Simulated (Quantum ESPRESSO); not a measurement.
Nb, 1 atom in the cell. Symmetry: Fm-3m, No. 225, cubic system. Conventional cell: a = 4.230 Å, b = 4.230 Å, c = 4.230 Å, α = 90.00°, β = 90.00°, γ = 90.00°. Nb (site symmetry m-3m) is surrounded by 12 Nb at 2.99 Å. This isn't the form of Nb at room conditions, which is bcc.

* Program: Quantum ESPRESSO 7.5
* Task: relaxation of cell and atoms
* Functional: PBEsol
* Potentials or basis: GBRV 1.5 PBEsol
* Cutoff: 707 eV
* Density cutoff: 5633 eV
* k mesh: 11 × 11 × 11
* Occupations: fermi-dirac, width 0.05 eV
* Spin: no spin polarisation
* Target pressure: 20 GPa
* Mixing beta: 0.5
* Most SCF iterations: 120
* SCF threshold: 2e-10 Ry
* Most ionic steps: 40
* Forc conv thr: 0.0004 Ry/bohr
* Etot conv thr: 1e-05 Ry
* Ion dynamics: bfgs
* Cell dynamics: bfgs
* Press conv thr: 0.3 kbar

Potentials or basis: GBRV 1.5 PBEsol.

Launch:

```console
$ OMP_NUM_THREADS=1 mpirun -n 2 pw.x -nk 2 -in pw.in > pw.out
```

Hardware: 2 MPI ranks on Arm Neoverse N1 (shared host).

Task: Estimate the wall time of this run.

Result: It took 28 s on 2 MPI ranks on Arm Neoverse N1 (shared host), peak memory 0.16 GiB a rank. Counts: scf iterations 33, k pools 2, bands 12, ion steps 4, k points 56, g dense 18149.
